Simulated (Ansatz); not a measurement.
# C: the cost of one run

Method: DFT PBEsol, scalar-relativistic, plane waves, PAW, in Ansatz 0.2.0.

3 further runs of the same task are left out: 3 set aside as unsound or not needed.

## 1. The system as given

It takes space group Fmmm (No. 69, orthorhombic). The conventional cell has a = 2.459 Å, b = 4.258 Å, c = 7.323 Å, α = 90.00°, β = 90.00°, γ = 90.00°. Around C (site symmetry m2m) lie 3 C at 1.42 Å.

Structure file:

```
C
1.0
     1.22958   -2.12919    0.00000
     1.22958    2.12919    0.00000
     0.00000    0.00000    7.32321
C
4
Cartesian
  1.2296 1.7744 5.4924
  1.2296 -0.3548 1.8308
  1.2296 -1.7744 1.8308
  1.2296 0.3548 5.4924
```

It goes back to an entry of the Materials Project, which need not be the stable form.

This cell was relaxed beforehand with the same method: volume 9.59 Å³/atom, gap on the mesh none (metal).

## 2. The bulk in the cell of the plane

input.yaml reads:

```yaml
crystal:
  lattice:
    - [2.459160785, 0.0, 0.0]
    - [-1.2295803925, 2.1291862897, 0.0]
    - [0.0, 0.0, 7.3232116213]
  atoms:
    - { symbol: C, position: [0.0833204452, 0.1666408905, 0.7500023985] }
    - { symbol: C, position: [0.5833204452, 0.1666408905, 0.2499976015] }
    - { symbol: C, position: [0.9166795548, 0.8333591095, 0.2499976015] }
    - { symbol: C, position: [0.4166795548, 0.8333591095, 0.7500023985] }
basis:
  ecutwfc: 420
kpoints:
  mp_grid: { grid: [15, 15, 5] }
hamiltonian:
  xc: pbesol
scf:
  occupations: { method: gaussian, width: 0.1 }
output:
  forces: true
  stress: true
  eigenvalues: true
  write_density: true
  write_potential: true
  elf: true
  volumetric_format: npy
```

Launch:

```sh
> ansatz run input.yaml --threads 1 --pin off --max-ram 2560MiB --backend cpu --events-out ev --progress --plain --runs-dir out
```

What time and memory should one allow on 1 thread of Intel Xeon at 2.70GHz, shared host?

About 4.9 s, with a peak of 0.38 GiB.
